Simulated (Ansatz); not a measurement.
# Te: the cost of one run

Program: Ansatz 0.2.0. Level of theory: DFT LDA, scalar-relativistic. These are calculated values, not measurements.

### 1 The system as given

The structure is trigonal, space group P3_121 (No. 152). Conventional cell: a = 4.458 Å, b = 4.458 Å, c = 5.925 Å, α = 90.00°, β = 90.00°, γ = 120.00°. Te (site symmetry 2) has 2 Te at 2.79 Å in its first shell of neighbours.

As a file:

```
CELL_PARAMETERS angstrom
4.45800 0.00000 0.00000
-2.22900 3.86074 0.00000
0.00000 0.00000 5.92500
ATOMIC_POSITIONS crystal
Te 0.74500 0.00000 0.33333
Te 0.00000 0.74500 0.66667
Te 0.25500 0.25500 0.00000
```

Atoms are numbered in the order of the input: Te1, Te2, Te3.

### 2 Volume × 0.96, LAPW

Input file input.yaml:

```yaml
crystal:
  lattice:
    - [4.397748837, 0.0, 0.0]
    - [-2.1988744185, 3.8085622123, 0.0]
    - [0.0, 0.0, 5.8449226162]
  atoms:
    - { symbol: Te, position: [0.745, 0.0, 0.3333333333] }
    - { symbol: Te, position: [0.0, 0.745, 0.6666666667] }
    - { symbol: Te, position: [0.255, 0.255, 0.0] }
kpoints:
  mp_grid: { grid: [9, 9, 6] }
  band_path:
    path:
      - [0.0, 0.0, 0.0]
      - [0.5, 0.0, 0.0]
      - [0.3333333333, 0.3333333333, 0.0]
      - [0.0, 0.0, 0.0]
      - [0.0, 0.0, 0.5]
      - [0.5, 0.0, 0.5]
      - [0.3333333333, 0.3333333333, 0.5]
      - [0.0, 0.0, 0.5]
      - [0.5, 0.0, 0.5]
    npoints: 5
scf:
  occupations: { method: fermi_dirac, width: 0.08 }
hamiltonian:
  xc: lda
  pseudopotentials: { kind: all_electron, lapw: { basis_error: 0.0005 } }
output:
  forces: true
  stress: true
  eigenvalues: true
```

Launch:

```
$ ansatz run input.yaml --threads 1 --pin off --max-ram 4096MiB --backend cpu --events-out ev --progress --plain --runs-dir out
```

**Question.** How long does this run take on 1 thread of Intel Xeon Platinum 8488C (Sapphire Rapids), shared host, and how much memory does it need?

About 82 s, with a peak of 0.57 GiB.
